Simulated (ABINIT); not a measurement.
# TaS2 (P-3m1) in ABINIT: equation of state with HSE06

Aim: the equation of state of TaS2 with HSE06.

Program: ABINIT 10.8.3 (patched build). These are calculated values, not measurements. Logs are shortened: lines on timing, memory, paths and dates and some standing lists are left out, and cuts for length are marked. The log counts tension as positive stress, the text compression.

### 1 The crystal as given

The structure is trigonal, space group P-3m1 (No. 164). The conventional cell has a = 3.350 Å, b = 3.350 Å, c = 5.860 Å, α = 90.00°, β = 90.00°, γ = 120.00°. Ta (site symmetry -3m) is surrounded by 6 S at 2.43 Å. S (site symmetry 3m) is surrounded by 3 Ta at 2.43 Å.

### 2 Equation of state, HSE06

File run.abi:

```
ndtset 7
scalecart1 3*0.9795861087
scalecart2 3*0.9864848297
scalecart3 3*0.9932883884
scalecart4 3*1.0000000000
scalecart5 3*1.0066227096
scalecart6 3*1.0131594038
scalecart7 3*1.0196128224

pp_dirpath "./"
pseudos "73_Ta_13_2.2_2.6_pbe_n_v1.0.psp8, 16_S_6_1.8_1.9_pbe_n_v1.0.psp8"

acell 3*1.0
rprim
     6.3305825175     0.0000000000     0.0000000000
    -3.1652912587     5.4824452809     0.0000000000
     0.0000000000     0.0000000000    11.0737950903
ntypat 2
znucl 73 16
natom 3
typat 1 2 2
xred
     0.0000000000     0.0000000000     0.0000000000
     0.6666666667     0.3333333333     0.7500000000
     0.3333333333     0.6666666667     0.2500000000

ecut 18.0

kptopt 1
ngkpt 3 3 2
nshiftk 1
shiftk 0.0 0.0 0.0

ixc -428

nband 17
occopt 3
tsmear 0.05 eV

nstep 60
toldfe 1.0e-7

iomode 3
prtwf 0
prtden 0
prteig 0
prtebands 0
```

Potentials or basis: SPMS NC PBE v1.0.

Run with:

```bash
$ mpirun --bind-to none -np 4 abinit run.abi > log 2>&1
```

run.abo:

```text
.Version 10.8.3 of ABINIT
 DATASET    1 : space group P-3 m 1 (#164); Bravais hP (primitive hexag.)
================================================================================
 Values of the parameters that define the memory need for DATASET  1.
     intxc =       0    ionmov =       0      iscf =       7    lmnmax =       8
     lnmax =       8     mgfft =      45  mpssoang =       4    mqgrid =    3001
     natom =       3  nloc_mem =       1    nspden =       1   nspinor =       1
    nsppol =       1      nsym =      12    n1xccc =    2501    ntypat =       2
    occopt =       3   xclevel =       2
       mpw =        1326          nfft =       25920          nkpt =           6
================================================================================
================================================================================
[... 61 lines left out ...]
 DATASET    7 : space group P-3 m 1 (#164); Bravais hP (primitive hexag.)
================================================================================
 Values of the parameters that define the memory need for DATASET  7.
     intxc =       0    ionmov =       0      iscf =       7    lmnmax =       8
     lnmax =       8     mgfft =      45  mpssoang =       4    mqgrid =    3001
     natom =       3  nloc_mem =       1    nspden =       1   nspinor =       1
    nsppol =       1      nsym =      12    n1xccc =    2501    ntypat =       2
    occopt =       3   xclevel =       2
       mpw =        1518          nfft =       32805          nkpt =           6
================================================================================
================================================================================

--------------------------------------------------------------------------------
------------- Echo of variables that govern the present computation ------------
--------------------------------------------------------------------------------
 -outvars: echo values of preprocessed input variables --------
            acell      1.0000000000E+00  1.0000000000E+00  1.0000000000E+00 Bohr
              amu      1.80947900E+02  3.20660000E+01
             ecut      1.80000000E+01 Hartree
              ixc        -428
           jdtset        1    2    3    4    5    6    7
         kptrlatt        3    0    0      0    3    0      0    0    2
          kptrlen1     1.86040521E+01
          kptrlen2     1.87350708E+01
          kptrlen3     1.88642823E+01
          kptrlen4     1.89917476E+01
          kptrlen5     1.91175244E+01
          kptrlen6     1.92416676E+01
          kptrlen7     1.93642293E+01
            natom           3
            nband          17
          nbandhf          17
           ndtset           7
            ngfft1         24      24      45
            ngfft2         24      24      45
            ngfft3         27      27      45
            ngfft4         27      27      45
            ngfft5         27      27      45
            ngfft6         27      27      45
            ngfft7         27      27      45
             nkpt           6
           nkpthf          18
            nstep          60
             nsym          12
           ntypat           2
           occopt           3
           prtden           0
        prtebands           0
           prteig           0
            prtwf           0
            rprim1     6.2013506941E+00  0.0000000000E+00  0.0000000000E+00
                      -3.1006753470E+00  5.3705272389E+00  0.0000000000E+00
                       0.0000000000E+00  0.0000000000E+00  1.0847735841E+01
            rprim2     6.2450236167E+00  0.0000000000E+00  0.0000000000E+00
                      -3.1225118083E+00  5.4083490993E+00  0.0000000000E+00
                       0.0000000000E+00  0.0000000000E+00  1.0924130864E+01
            rprim3     6.2880941064E+00  0.0000000000E+00  0.0000000000E+00
                      -3.1440470532E+00  5.4456492376E+00  0.0000000000E+00
                       0.0000000000E+00  0.0000000000E+00  1.0999472079E+01
            rprim4     6.3305825175E+00  0.0000000000E+00  0.0000000000E+00
                      -3.1652912587E+00  5.4824452809E+00  0.0000000000E+00
                       0.0000000000E+00  0.0000000000E+00  1.1073795090E+01
            rprim5     6.3725081271E+00  0.0000000000E+00  0.0000000000E+00
                      -3.1862540635E+00  5.5187539239E+00  0.0000000000E+00
                       0.0000000000E+00  0.0000000000E+00  1.1147133619E+01
            rprim6     6.4138892091E+00  0.0000000000E+00  0.0000000000E+00
                      -3.2069446045E+00  5.5545909922E+00  0.0000000000E+00
                       0.0000000000E+00  0.0000000000E+00  1.1219519631E+01
            rprim7     6.4547431081E+00  0.0000000000E+00  0.0000000000E+00
                      -3.2273715540E+00  5.5899715065E+00  0.0000000000E+00
                       0.0000000000E+00  0.0000000000E+00  1.1290983467E+01
          spgroup         164
           toldfe      1.00000000E-07 Hartree
           tsmear      1.83746611E-03 Hartree
            typat      1  2  2
          usefock           1
           xangst1     0.0000000000E+00  0.0000000000E+00  0.0000000000E+00
                       1.6408067310E+00  9.4732020781E-01  4.3052809448E+00
                       1.7279079861E-11  1.8946404156E+00  1.4350936483E+00
           xangst2     0.0000000000E+00  0.0000000000E+00  0.0000000000E+00
                       1.6523620886E+00  9.5399169667E-01  4.3356008236E+00
                       1.7400863974E-11  1.9079833933E+00  1.4452002745E+00
           xangst3     0.0000000000E+00  0.0000000000E+00  0.0000000000E+00
                       1.6637580495E+00  9.6057115771E-01  4.3655024641E+00
                       1.7520873714E-11  1.9211423154E+00  1.4551674880E+00
           xangst4     0.0000000000E+00  0.0000000000E+00  0.0000000000E+00
                       1.6749999989E+00  9.6706170024E-01  4.3949999970E+00
                       1.7639316746E-11  1.9341234005E+00  1.4649999990E+00
           xangst5     0.0000000000E+00  0.0000000000E+00  0.0000000000E+00
                       1.6860930374E+00  9.7346626904E-01  4.4241068057E+00
                       1.7756132020E-11  1.9469325381E+00  1.4747022686E+00
           xangst6     0.0000000000E+00  0.0000000000E+00  0.0000000000E+00
                       1.6970420002E+00  9.7978765565E-01  4.4528355767E+00
[... 10 lines left out ...]
            xcart3     0.0000000000E+00  0.0000000000E+00  0.0000000000E+00
                       3.1440470532E+00  1.8152164125E+00  8.2496040590E+00
                       3.3109652806E-11  3.6304328250E+00  2.7498680197E+00
            xcart4     0.0000000000E+00  0.0000000000E+00  0.0000000000E+00
                       3.1652912588E+00  1.8274817603E+00  8.3053463177E+00
                       3.3333477699E-11  3.6549635206E+00  2.7684487726E+00
            xcart5     0.0000000000E+00  0.0000000000E+00  0.0000000000E+00
                       3.1862540636E+00  1.8395846413E+00  8.3603502145E+00
                       3.3554226573E-11  3.6791692826E+00  2.7867834048E+00
            xcart6     0.0000000000E+00  0.0000000000E+00  0.0000000000E+00
                       3.2069446046E+00  1.8515303307E+00  8.4146397236E+00
                       3.3771949486E-11  3.7030606614E+00  2.8048799079E+00
            xcart7     0.0000000000E+00  0.0000000000E+00  0.0000000000E+00
                       3.2273715541E+00  1.8633238355E+00  8.4682376000E+00
                       3.3987188503E-11  3.7266476710E+00  2.8227458667E+00
             xred      0.0000000000E+00  0.0000000000E+00  0.0000000000E+00
                       6.6666666667E-01  3.3333333333E-01  7.5000000000E-01
                       3.3333333333E-01  6.6666666667E-01  2.5000000000E-01
            znucl       73.00000   16.00000

================================================================================

 chkinp: Checking input parameters for consistency, jdtset=   1.

 chkinp: Checking input parameters for consistency, jdtset=   2.
[... 29 lines left out ...]
 getcut: wavevector=  0.0000  0.0000  0.0000  ngfft=  24  24  45
         ecut(hartree)=     18.000   => boxcut(ratio)=   2.02639

--- Pseudopotential description ------------------------------------------------
- pspini: atom type   1  psp file is ./73_Ta_13_2.2_2.6_pbe_n_v1.0.psp8
    8   11    3    4       600   0.00000      pspcod,pspxc,lmax,lloc,mmax,r2well
    5.99000000000000    5.00000000000000    0.00000000000000   rchrg,fchrg,qchrg
     nproj     2     2     2     2
     extension_switch     1

- pspini: atom type   2  psp file is ./16_S_6_1.8_1.9_pbe_n_v1.0.psp8
    8   11    2    4       600   0.00000      pspcod,pspxc,lmax,lloc,mmax,r2well
    5.99000000000000    6.00000000000000    0.00000000000000   rchrg,fchrg,qchrg
     nproj     2     2     2
     extension_switch     1

   1.36134772E+03                                ecore*ucvol(ha*bohr**3)
--------------------------------------------------------------------------------

================================================================================

--- !BeginCycle
iteration_state: {dtset: 1, }
solver: {iscf: 7, nstep: 60, nline: 4, wfoptalg: 0, }
tolerances: {toldfe: 1.00E-07, }
...
[... 1143 lines left out ...]
-Cartesian components of stress tensor (GPa)         [Pressure= -1.4556E+00 GPa]
- sigma(1 1)=  2.23743786E+00  sigma(3 2)=  0.00000000E+00
- sigma(2 2)=  2.23743786E+00  sigma(3 1)=  0.00000000E+00
- sigma(3 3)= -1.08117449E-01  sigma(2 1)= -2.22122155E-09

== END DATASET(S) ==============================================================
================================================================================

 -outvars: echo values of variables after computation  --------
            acell      1.0000000000E+00  1.0000000000E+00  1.0000000000E+00 Bohr
           etotal1    -8.7616124338E+01
           etotal2    -8.7620446563E+01
           etotal3    -8.7623752365E+01
           etotal4    -8.7626085822E+01
           etotal5    -8.7627572615E+01
           etotal6    -8.7628299336E+01
           etotal7    -8.7628300208E+01
            fcart1    -0.0000000000E+00 -0.0000000000E+00 -0.0000000000E+00
                       1.3894496762E-27  2.4065974338E-27 -3.8568888996E-02
                      -1.3894496762E-27 -2.4065974338E-27  3.8568888996E-02
            fcart2     4.5991097568E-28  7.9658917684E-28 -0.0000000000E+00
                       1.1497774392E-27  3.5846512958E-27 -3.0349827528E-02
                      -1.6096884149E-27 -4.3812404726E-27  3.0349827528E-02
            fcart3    -4.5676080162E-28 -2.6371097176E-28 -0.0000000000E+00
                       2.2838040081E-28 -6.5927742942E-28 -2.2720619277E-02
                       2.2838040081E-28  9.2298840119E-28  2.2720619277E-02
            fcart4    -0.0000000000E+00 -0.0000000000E+00 -0.0000000000E+00
[... 52 lines left out ...]
           xangst3     0.0000000000E+00  0.0000000000E+00  0.0000000000E+00
                       1.6637580495E+00  9.6057115771E-01  4.3655024641E+00
                       1.7520873714E-11  1.9211423154E+00  1.4551674880E+00
           xangst4     0.0000000000E+00  0.0000000000E+00  0.0000000000E+00
                       1.6749999989E+00  9.6706170024E-01  4.3949999970E+00
                       1.7639316746E-11  1.9341234005E+00  1.4649999990E+00
           xangst5     0.0000000000E+00  0.0000000000E+00  0.0000000000E+00
                       1.6860930374E+00  9.7346626904E-01  4.4241068057E+00
                       1.7756132020E-11  1.9469325381E+00  1.4747022686E+00
           xangst6     0.0000000000E+00  0.0000000000E+00  0.0000000000E+00
                       1.6970420002E+00  9.7978765565E-01  4.4528355767E+00
                       1.7871346024E-11  1.9595753113E+00  1.4842785256E+00
           xangst7     0.0000000000E+00  0.0000000000E+00  0.0000000000E+00
                       1.7078514764E+00  9.8602850961E-01  4.4811983514E+00
                       1.7985245606E-11  1.9720570192E+00  1.4937327838E+00
             xred      0.0000000000E+00  0.0000000000E+00  0.0000000000E+00
                       6.6666666667E-01  3.3333333333E-01  7.5000000000E-01
                       3.3333333333E-01  6.6666666667E-01  2.5000000000E-01
 Calculation completed.
```

Run time: 11 min. Hardware: 4 MPI ranks of Arm Neoverse V2, shared host; peak memory 0.4 GiB.

These settings aren't checked as converged: the numbers below hold their error.

Results:

| Quantity | Value |
| --- | --- |
| Equilibrium volume | 19.94 Å³/atom |
| Bulk modulus at fixed shape and positions | 135 GPa |
| Pressure derivative of the bulk modulus | 4.0 |

Caveat: the k mesh is coarse (spacing up to 0.72 Å⁻¹), so the values aren't converged, least of all with exact exchange; Libxc's HSE differs a little from that of other programs; pressures at fixed basis lie under the slope of the energies; the cell was scaled at fixed shape and fractional positions, which overstates the stiffness of a crystal with free parameters, most of all of layers and chains; the potentials were made for another functional, which shifts forces and pressure; this functional lacks dispersion, which binds the layers, so the pressure and a relaxed spacing across them are unreliable.
